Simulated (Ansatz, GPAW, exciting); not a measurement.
## CuI: 3 runs at one level of theory

```
CELL_PARAMETERS angstrom
0.00000 3.03150 3.03150
3.03150 0.00000 3.03150
3.03150 3.03150 0.00000
ATOMIC_POSITIONS crystal
I 0.00000 0.00000 0.00000
Cu 0.25000 0.25000 0.25000
```

Alike in all runs: task single point; functional RPBE; k mesh 8 × 8 × 8; occupations gaussian, width 0.1 eV; no spin polarisation; no spin-orbit coupling. Pressure is positive in compression and, in plane waves, holds the error of the finite cutoff, which Ansatz's Pulay term estimates and takes out.

```csv
program and potentials,plane-wave cutoff (eV),notes,band gap (eV),pressure (GPa)
"Ansatz, Ansatz PAW",420,"potentials made for PBE, which Ansatz adapts in part; 18 valence electrons an atom on average; Pulay term of +0.05 GPa included",1.26,2.36
"GPAW, the program's PAW data sets (release 1.2.1) made for this functional",600,9 valence electrons an atom on average,?,?
"exciting, all-electron LAPW+lo, shipped species files, valence relativity iora*",-,-,1.26,-
```

Task: Estimate from the other rows what the run with GPAW, the program's PAW data sets (release 1.2.1) made for this functional gave.

Result: Band gap 1.28 eV; pressure 3.01 GPa. The other rows, which needn't bracket it: band gap 1.26; pressure 2.36.
